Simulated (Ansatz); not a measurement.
CdSe (F-43m) under several functionals

Plane-wave DFT in Ansatz with scalar-relativistic PAW potentials. The same structure was relaxed (cell and atoms, symmetry kept) in separate runs at each level. This zinc-blende form isn't the usual stable structure of the compound. No spin polarisation.

Question: How do the levels PBE, PBE+D3(BJ), PBEsol, r2SCAN compare?

Answer:
| level | cutoff (eV) | k mesh | V (Å³/atom) | a (Å) | gap (eV) | B0 (GPa) |
| --- | --- | --- | --- | --- | --- | --- |
| PBEsol | 420 | 10×10×10 | 28.131 | 6.083 | 0.48 | – |
| PBE+D3(BJ) | 420 | 10×10×10 | 28.533 | 6.111 | 0.58 | – |
| r2SCAN | 500 | 8×8×8 | 28.844 | 6.134 | 1.04 | 52 |
| PBE | 420 | 10×10×10 | 29.745 | 6.197 | 0.49 | 45 |

The usual order of volumes, PBEsol < PBE, holds here (28.131, 29.745 Å³/atom). As a rule PBEsol, built on the gradient expansion of slowly varying densities, lies between LDA and PBE; PBE's stronger gradient term for exchange weakens bonds. Adding D3 to PBE changes the volume by -4.1 %; the term is attractive, so it pulls cells in. r2SCAN lies 3.0 % under PBE in volume. B0 goes from 51.6 to 44.7 GPa as the volume grows by 3.1 %; on one curve with B' = 4.6 the volume alone, B ∝ V^(−B'), would give 44.7 GPa, and the rest of the difference is the functional's own stiffness. Each gap belongs to its own cell, so it mixes the functional's effect with that of the volume; gaps are the least found on the k mesh or on a band path.